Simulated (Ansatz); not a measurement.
The cell is a 6-atom cell of SnO2 built on tetragonal HfO2 (relaxed group P4_2/nmc); cell and atoms were relaxed with r2SCAN. Sn is surrounded by 8 O at 2.02–2.49 Å; O is surrounded by 4 Sn at 2.02–2.49 Å.

Space group P4_2/nmc:1 (No. 137). a = 3.549 Å, b = 3.549 Å, c = 5.429 Å, α = 90.00°, β = 90.00°, γ = 90.00°
```tsv
atom	site	symmetry	x	y	z
Sn	2a	-4m2	0.5000	0.5000	0.5000
O	4d	2mm.	0.0000	0.5000	0.6772
```

4 runs of Ansatz 0.2.0 on this cell differ in the functional (and in the settings that go with it). Levels are in eV from each run's valence top; v1 is the last filled band, c1 the first empty one.

Run A, mean stress +8.3 GPa (compression positive):
```
point     v2     v1    c1    c2
    Γ  -0.10  -0.10  1.13  4.27
    X  -0.47  -0.47  4.67  4.67
    M   0.00   0.00  5.89  5.89
    Z  -0.05  -0.05  3.65  3.65
    R  -1.22  -1.22  4.93  4.93
    A  -0.40  -0.40  6.23  6.23
```

Run B, mean stress 0.0 GPa (compression positive):
```
point     v2     v1    c1    c2
    Γ  -0.13  -0.13  1.70  4.89
    X  -0.48  -0.48  5.31  5.31
    M   0.00   0.00  6.57  6.57
    Z  -0.08  -0.08  4.24  4.24
    R  -1.24  -1.24  5.58  5.58
    A  -0.40  -0.40  6.94  6.94
```

Run C, mean stress -2.1 GPa (compression positive):
```
point     v2     v1    c1    c2
    Γ  -0.19  -0.19  2.62  5.95
    X  -0.51  -0.51  6.38  6.38
    M   0.00   0.00  7.78  7.78
    Z  -0.15  -0.15  5.25  5.25
    R  -1.28  -1.28  6.68  6.68
    A  -0.41  -0.41  8.20  8.20
```

Run D, mean stress -2.2 GPa (compression positive):
```
point     v2     v1    c1    c2
    Γ  -0.19  -0.19  3.32  6.71
    X  -0.51  -0.51  7.15  7.15
    M   0.00   0.00  8.56  8.56
    Z  -0.15  -0.15  6.01  6.01
    R  -1.29  -1.29  7.45  7.45
    A  -0.41  -0.41  8.99  8.99
```

**Question.** Match the runs to PBE, r2SCAN, HSE06, PBE0.

**Answer.** A is PBE, B is r2SCAN, C is HSE06, D is PBE0. In order of the gap: PBE 1.13, r2SCAN 1.70, HSE06 2.62, PBE0 3.32 eV. The stress vanishes for r2SCAN, which relaxed the cell.

No spin polarisation. The prototype was imposed, so other structures may be more stable.

Spin-orbit coupling is left out, which matters wherever the heavy atoms make up the band edges.

The stress of a hybrid is loosely converged in these runs.

The meshes of the hybrids are coarse, so their gaps aren't converged to the digits shown.
